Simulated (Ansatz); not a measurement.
# TiSi6: the cost of one run

Method: DFT PBEsol, scalar-relativistic, plane waves, PAW, in Ansatz 0.2.0.

6 further runs of the same task are left out: 3 that didn't finish, 3 set aside as unsound or not needed.

### Step 1. Starting point

Symmetry: P3m1, No. 156, trigonal system. The conventional cell has a = 3.842 Å, b = 3.842 Å, c = 24.058 Å, α = 90.00°, β = 90.00°, γ = 120.00°. Si (site symmetry 3m) has 3 Si at 2.35 Å as nearest neighbours. Si (site symmetry 3m) is surrounded by 4 Si at 2.35 Å. Si (site symmetry 3m) has 4 Si at 2.35 to 2.41 Å as nearest neighbours. Si (site symmetry 3m) has 4 Si at 2.32 to 2.41 Å as nearest neighbours. Si (site symmetry 3m) has 3 Si at 2.32 Å as nearest neighbours.

Coordinates:

```cif
data_structure
_symmetry_space_group_name_H-M 'P 1'
_symmetry_Int_Tables_number 1
_cell_length_a 3.8417
_cell_length_b 3.8417
_cell_length_c 24.0577
_cell_angle_alpha 90.000
_cell_angle_beta 90.000
_cell_angle_gamma 120.000
_cell_volume 307.49
loop_
_atom_site_label
_atom_site_type_symbol
_atom_site_fract_x
_atom_site_fract_y
_atom_site_fract_z
_atom_site_occupancy
Si1 Si 0.33333 0.66667 0.35332 1
Si2 Si 0.00000 0.00000 0.38591 1
Si3 Si 0.00000 0.00000 0.48370 1
Si4 Si 0.66667 0.33333 0.51548 1
Si5 Si 0.66667 0.33333 0.61574 1
Si6 Si 0.33333 0.66667 0.64376 1
```

Planes are indexed in the bulk's conventional cell (Fd-3m (No. 227)), a = 5.433 Å, b = 5.433 Å, c = 5.433 Å, α = 90.00°, β = 90.00°, γ = 90.00°.

This (111) slab, 7.1 Å thick as cut, with 17 Å of vacuum; its outer planes are Si (top) and Si (bottom), was relaxed beforehand with its lower half held: -3726.3890 eV, work function 4.81 eV (top face), 4.94 eV (bottom face), dipole along +c 0.009 e·Å per cell.

### Step 2. Start: Ti, top (Si)

With the adsorbate the run is spin-polarised.

The input, input.yaml:

```yaml
crystal:
  lattice:
    - [3.8417168278, 0.0, 0.0]
    - [-1.9208584139, 3.327024367, 0.0]
    - [0.0, 0.0, 26.0576844733]
  atoms:
    - { symbol: Si, position: [0.3333333333, 0.6666666667, 0.3261993601] }
    - { symbol: Si, position: [0.0, 0.0, 0.3562936366] }
    - { symbol: Si, position: [0.0, 0.0, 0.4465764664] }
    - { symbol: Si, position: [0.6666666667, 0.3333333333, 0.4759187077] }
    - { symbol: Si, position: [0.6666666667, 0.3333333333, 0.5684832977] }
    - { symbol: Si, position: [0.3333333333, 0.6666666667, 0.5943515468] }
    - { symbol: Ti, position: [0.3333333333, 0.6666666667, 0.698735342], spin: 2.0 }
basis:
  ecutwfc: 420
kpoints:
  mp_grid: { grid: [9, 9, 1] }
hamiltonian:
  xc: pbesol
scf:
  occupations: { method: gaussian, width: 0.05 }
output:
  forces: true
  eigenvalues: true
  populations: true
  write_density: true
  write_potential: true
  elf: true
  volumetric_format: npy
magnetization:
  spin_polarized: true
relax:
  adjacent_minimum: "off"
  f_tol: 0.03
  max_steps: 70
  constraints: [{ sites: [0, 1, 2] }]
efield:
  axis: 3
  dipole_correction: true
  ramp_width: 0.04
```

Run with:

```console
$ ansatz run input.yaml --threads 1 --pin off --max-ram 2560MiB --backend cpu --events-out ev --progress --plain --runs-dir out
```

Q: Estimate wall time and peak memory on 1 thread of Intel Xeon 6975P-C (Granite Rapids), shared host.

About 89 s, with a peak of 0.68 GiB.
